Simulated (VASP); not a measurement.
**C: single point with PBE**

The system is C.

```
C
1.0
     4.45683    0.00000    0.00000
    -2.22842    3.85973    0.00000
     0.00000    0.00000    2.52988
C
6
Direct
  0.89579 0.44789 0.25000
  0.44789 0.89579 0.75000
  0.44789 0.55211 0.75000
  0.10421 0.55211 0.75000
  0.55211 0.44789 0.25000
  0.55211 0.10421 0.25000
```

The cell was built by a generator and needn't be a form met in nature.

```yaml
Program: VASP 6.6.1
Task: single point
Functional: PBE
Potentials_or_basis: VASP PAW PBE potentials, release 64 (C)
Cutoff: 520 eV
k_mesh: 9 × 9 × 10
Occupations: gaussian, width 0.02 eV
Spin: no spin polarisation
Dipole_correction: no
Further_INCAR_settings: ALGO = Normal; EDIFF = 1e-06; NBANDS = 21
```

| Quantity | Value |
| --- | --- |
| Pressure | 0.6 GPa |
| Largest force | 0.035 eV/Å |
| Band gap on the k mesh | 2.27 eV, direct |

Forces in eV/Å, atoms in the order of the input:
```
C    0.031  0.018  0.000
C    0.000  0.035  0.000
C    0.031 -0.018  0.000
C   -0.031 -0.018  0.000
C   -0.031  0.018  0.000
C    0.000 -0.035  0.000
```

Stress tensor (GPa, compression positive):
```
0.60 0.00 0.00
0.00 0.60 0.00
0.00 0.00 0.45
```

Levels at points of the mesh, in eV from the valence-band top:
```
           k point  band 10  band 11  band 12  band 13  band 14  band 15
(0.00, 0.00, 0.00)    -3.62     0.00     0.00     2.27     3.42     3.94
(0.00, 0.00, 0.50)    -5.25    -5.25    -5.25     5.64     5.64     6.80
```

Run time: 62 s on 1 thread of Intel(R) Xeon(R) Platinum 8488C (Sapphire Rapids), on a shared host, peak memory 0.18 GiB.

Caveat: an odd mesh through Γ misses points on the zone boundary, where band edges often lie. A hybrid or GW would open this gap; PBE tends to underestimate it.
